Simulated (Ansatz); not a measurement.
CuO under pressure: fit and missing row

CuO, Cccm, a = 4.164 Å, b = 4.176 Å, c = 5.151 Å. This isn't the usual stable structure of the compound. Ansatz: PBE, PAW, 420 eV, Γ-centred 14×14×8 mesh on 4 atoms, Gaussian smearing 0.10 eV; no spin polarisation. Cell and atoms are relaxed at each pressure, and no other structure is tried, so the rows at high pressure may lie past a change of phase.

```
V (Å³/atom) P (GPa)
      8.534    40.00
          ?    19.99
     10.498    10.00
     10.822     4.99
     11.037     2.04
     11.197     0.00
     11.369    -2.02
```

Take V0 = 11.197 Å³/atom, fit the third-order Birch–Murnaghan form to the other rows, and predict the missing volume.

With the Eulerian strain f = ½[(V0/V)^(2/3) − 1] and y = P/[3f(1 + 2f)^(5/2)], the form is the line y = B0 + 1.5 B0 (B0′ − 4) f. Rows (f, y): 0.09924, 85.4; 0.02196, 136.3; 0.01148, 136.9; 0.00482, 137.7; -0.00506, 136.5. Means f = 0.02649, y = 126.56; Σ(Δf)² = 0.007003, ΣΔfΔy = -3.749; the slope is their ratio. y = 140.7 − 535.3 f GPa, so B0 = 140.7 GPa and B0′ = 4 + 2 × (-535.3)/(3 × 140.7) = 1.46. P = 19.99 GPa is met at f = 0.04607 (y = 116.04), so V = V0 (1 + 2f)^(−3/2) = 9.810 Å³/atom. The run gave 9.494 Å³/atom, so the fit is 0.316 Å³/atom too high, 11 % of the span of the series, against an rms of 0.033 Å³/atom on the fitted rows. A fourth-order term fitted to the same rows gives P = 27.90 GPa at this row's volume (the line 25.16, the run 19.99), no gain. Also, this row ran on the mesh 14×14×8, its neighbour on 16×16×8, which can shift it a little. With a term in f² added B0′ becomes 4.43, so this figure hangs on the form. A B0′ outside 2 to 8 is unusual except in layered or molecular crystals, and here it hangs on few rows.

Spin polarisation was left out, and a magnetic state may lie lower. The mesh isn't the same in all rows (14×14×8, 16×16×8).